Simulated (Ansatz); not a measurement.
## What a trial cell of Se relaxes into

All numbers below come from DFT PBE, scalar-relativistic, plane waves, PAW in Ansatz. Cutoff 420 eV, Γ-centred k mesh, Gaussian smearing, no spin polarisation in the final step.

The start puts Se on the sites of a reported O cell (P6_3/mmc, No. 194), at a guessed volume.

```
Se
1.0
     3.75239    0.00000    0.00000
    -1.87620    3.24967    0.00000
     0.00000    0.00000    9.63373
Se
4
Cartesian
  0.0000 2.1664 1.5510
  1.8762 1.0832 6.3679
  0.0000 2.1664 3.2658
  1.8762 1.0832 8.0827
```

Cell and atoms relax at zero pressure; the relaxation can't lower the symmetry of the start. After a coarse first stage the cell is made exact in the group found at 0.06 Å.

Energies count from the standard state of Se at the same level.

(1) What does it relax into?

(2) What are its volume, energy, density and gap?

Results:

(1) It keeps P6_3/mmc (No. 194). Conventional cell: a = 3.448 Å, c = 11.074 Å. Around Se lie 1 Se at 2.18 Å.

```xyz
4
Lattice="3.4481 0.0000 0.0000 -1.7240 2.9861 0.0000 0.0000 0.0000 11.0736" Properties=species:S:1:pos:R:3 pbc="T T T"
Se    0.0000    1.9907    1.6800
Se    1.7240    0.9954    7.2168
Se    0.0000    1.9907    3.8568
Se    1.7240    0.9954    9.3936
```

(2) The volume per atom is 28.5 Å³ and the density is 4.6 g/cm³. The energy over the standard structure is 0.17 eV/atom. The gap on the 15×15×6 mesh is 0 eV (a metal).

The final run used a 15×15×6 mesh on its 4-atom cell and 0.10 eV smearing. For metals, differences of a few meV/atom aren't resolved. No dispersion correction is applied, so the spacing between layers, chains or molecules is poorly fixed, and with it the volume and density. A structure relaxed within its symmetry needn't be a true minimum.